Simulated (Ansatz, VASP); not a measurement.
# Two plane-wave programs on NiO

Contents of INCAR:

```
SYSTEM = NiO
  PREC = Accurate
  ENCUT = 520
  EDIFF = 1E-6
  ISMEAR = 0
  SIGMA = 0.05
  LREAL = .False.
  LASPH = .True.
  NELM = 150
  ALGO = Normal
  ISIF = 2
  LWAVE = .False.
  LCHARG = .True.
  LMAXMIX = 4
  LDAU = .True.
  LDAUTYPE = 1
  LDAUL = 2 -1
  LDAUU = 5 0
  LDAUJ = 0.9 0
  LDAUPRINT = 1
  LELF = .True.
  LVHAR = .True.
  NBANDS = 24
```

The input KPOINTS:

```
regular mesh
0
Gamma
  8 8 8
  0 0 0
```

Contents of POSCAR:

```
NiO
1.0
    0.0000000000      2.0913095100      2.0913095100
    2.0913095100      0.0000000000      2.0913095100
    4.1826190200      4.1826190200      0.0000000000
Ni O
2 2
Direct
    0.0000000000      0.0000000000      0.0000000000
    0.0000000000      0.0000000000      0.5000000000
    0.5000000000      0.5000000000      0.2500000000
    0.5000000000      0.5000000000      0.7500000000
```

Input for Ansatz:

```yaml
crystal:
  lattice:
    - [0.0, 2.09130951, 2.09130951]
    - [2.09130951, 0.0, 2.09130951]
    - [4.18261902, 4.18261902, 0.0]
  atoms:
    - { symbol: Ni, position: [0.0, 0.0, 0.0] }
    - { symbol: O, position: [0.5, 0.5, 0.25] }
    - { symbol: Ni, position: [0.0, 0.0, 0.5] }
    - { symbol: O, position: [0.5, 0.5, 0.75] }
basis:
  ecutwfc: 420
  ecutrho_ratio: 4
kpoints:
  mp_grid: { grid: [8, 8, 8] }
hamiltonian:
  xc: lda
  hubbard:
    sites:
      - { site: 0, l: d, u: 5.0, j: 0.9 }
      - { site: 2, l: d, u: 5.0, j: 0.9 }
scf:
  occupations: { method: gaussian, width: 0.05 }
  lower_state_search: "off"
  max_iter: 150
output:
  forces: true
  stress: true
  eigenvalues: true
  populations: true
  hubbard: { sites: [{ site: 0, l: d }, { site: 2, l: d }] }
```

Alike in both runs: task single point; functional LDA; k mesh 8 × 8 × 8; occupations gaussian, width 0.05 eV; no spin polarisation; Hubbard terms Ni d U = 5.0 eV, J = 0.9 eV.

|  | VASP | Ansatz |
| --- | --- | --- |
| version | VASP 6.6.1 | Ansatz 0.2.0 |
| potentials or method | VASP PAW LDA potentials, release 64 (Ni, O) | scalar-relativistic, plane waves, PAW |
| plane-wave cutoff (eV) | 520 | 420 |
| valence electrons in the cell | 32 | 48 |

|  | VASP | Ansatz | Ansatz less VASP |
| --- | --- | --- | --- |
| gap on the k mesh at the Fermi level (eV) | none | none | - |
| pressure (GPa) | -26.9 | -20.5 | +6.41 |

The programs project onto different local orbitals, so the same U acts differently. A gap of «none» marks a metal or a gap that the smearing closes. The two sets of potentials don't hold the same shells in valence. Ansatz warned: «filled_band_counts_differ_across_k_points».

Caveats: the run has no spin polarisation, though such a crystal can be magnetic; U without spin polarisation on a metal has little footing. Spin polarisation is off, so any magnetic state and its effect on volume and gap are missing.
